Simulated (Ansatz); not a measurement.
**Si: pressure against volume**

Si, Fd-3m, a = 5.470 Å. Ansatz: PBE, PAW, 420 eV, Γ-centred 10×10×10 mesh on 2 atoms, Gaussian smearing 0.02 eV; no spin polarisation. Symmetry fixes shape and atoms, so the cell is only scaled; pressure is positive in compression.

| V (Å³/atom) | P (GPa) |
| --- | --- |
| 18.000 | 14.91 |
| 18.614 | 10.27 |
| 19.228 | 6.30 |
| 19.841 | 2.92 |
| 20.455 | 0.03 |
| 21.068 | ? |
| 21.682 | -4.54 |
| 22.500 | -6.85 |

**Question.** Take V0 = 20.455 Å³/atom, count pressures from its P0 = 0.03 GPa, fit the third-order Birch–Murnaghan form to the other rows, and predict the missing pressure.

**Answer.** With the Eulerian strain f = ½[(V0/V)^(2/3) − 1] and y = (P − P0)/[3f(1 + 2f)^(5/2)], the form is the line y = B0 + 1.5 B0 (B0′ − 4) f. Rows (f, y): 0.04449, 90.1; 0.03245, 89.9; 0.02105, 89.6; 0.01026, 89.2; -0.01905, 88.1; -0.03077, 87.4. Means f = 0.009738, y = 89.050; Σ(Δf)² = 0.004321, ΣΔfΔy = 0.1563; the slope is their ratio. y = 88.70 + 36.16 f GPa, so B0 = 88.7 GPa and B0′ = 4 + 2 × (36.16)/(3 × 88.70) = 4.27. At V = 21.068, f = -0.00975, y = 88.35 and P = -2.43 GPa. The run gave -2.44 GPa, so the fit is 0.01 GPa too high, within the rms miss on the fitted rows (0.02 GPa).